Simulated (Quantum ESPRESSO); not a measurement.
**ZrS2 under changes of volume**

One of the cells (23.763 Å³/atom); the others are scaled copies at fixed shape and fractional positions:

```
Zr S
1.0
     3.69138    0.00000    0.00000
    -1.84569    3.19683    0.00000
     0.00000    0.00000    6.04108
Zr S
1 2
Direct
  0.00000 0.00000 0.00000
  0.33333 0.66667 0.23791
  0.66667 0.33333 0.76209
```

The cell is a database's computed one.

```yaml
Program: Quantum ESPRESSO 7.5
Functional: LDA
Potentials_or_basis: PseudoDojo 0.4.1 SR LDA standard
Cutoff: 952 eV
Density_cutoff: 3810 eV
k_mesh: 8 × 8 × 5
Occupations: fermi-dirac, width 0.05 eV
Spin: no spin polarisation
```

```csv
volume (Å³/atom),energy over the lowest point (meV/atom),pressure (GPa),gap on the mesh (eV),largest force (eV/Å)
22.337,0.34,1.2,0.89,0.453
22.813,0.00,-0.9,0.91,0.186
23.288,?,?,?,?
23.763,16.46,-4.5,0.93,0.291
24.238,32.12,-6.0,0.94,0.505
24.714,52.07,-7.4,0.95,0.703
25.189,75.87,-8.6,0.96,0.888
```

Q: What does the run at 23.288 Å³/atom give?

A: Energy over the lowest point 5.57 meV/atom; pressure -2.8 GPa; gap on the mesh 0.92 eV; largest force 0.062 eV/Å.

Worked out: A Birch-Murnaghan fit of order 3 (a polynomial in V^(-2/3)) to the other rows has its minimum at 22.60 Å³/atom with B0 = V·E''(V) = 99 GPa and B' = 4.1 at fixed shape and positions, which overstates the stiffness. It gives 5.58 meV/atom at 23.288 Å³/atom, against the run's 5.57, and -dE/dV = -2.8 GPa, against -2.8. A straight line through the other rows of the gap, of slope 0.558 eV per unit of ln V, gives 0.92 eV, against the run's 0.92.

Energies are extrapolated to zero smearing.

Caveats: an odd mesh through Γ misses points on the zone boundary, where band edges often lie. Spin-orbit coupling on Zr is left out.
